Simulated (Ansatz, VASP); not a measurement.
## Two plane-wave programs on Ir

```
Ir
1.0
     2.72704    0.00000    0.00000
    -1.36352    2.36168    0.00000
     0.00000    0.00000    4.42240
Ir
2
Direct
  0.66667 0.33333 0.75000
  0.33333 0.66667 0.25000
```

Alike in both runs: functional r2SCAN; k mesh 9 × 9 × 4; occupations gaussian, width 0.1 eV; no spin polarisation.

Ansatz relaxed the structure, and its values are those at the end. VASP's run is a single point on that final structure, the one shown.

|  | VASP | Ansatz |
| --- | --- | --- |
| version | VASP 6.6.1 | Ansatz 0.2.0 |
| potentials or method | VASP PAW PBE potentials, release 64 (Ir) | scalar-relativistic, plane waves, PAW |
| plane-wave cutoff (eV) | 520 | 500 |
| valence electrons in the cell | 18 | 34 |

VASP gave:

- gap on the k mesh at the Fermi level (eV): none
- pressure (GPa): 2.5

Task: Which values does Ansatz return?

Result: gap on the k mesh at the Fermi level (eV): none; pressure (GPa): 0.0.

A gap of «none» marks a metal or a gap that the smearing closes. The functional is the same, so the differences come from potentials, cutoffs and numerics. The two sets of potentials don't hold the same shells in valence.

Caveats: the PAW data sets were made with another functional, which shifts forces and pressure a little (VASP). The runs have no spin-orbit coupling, so splittings on Ir are missing.
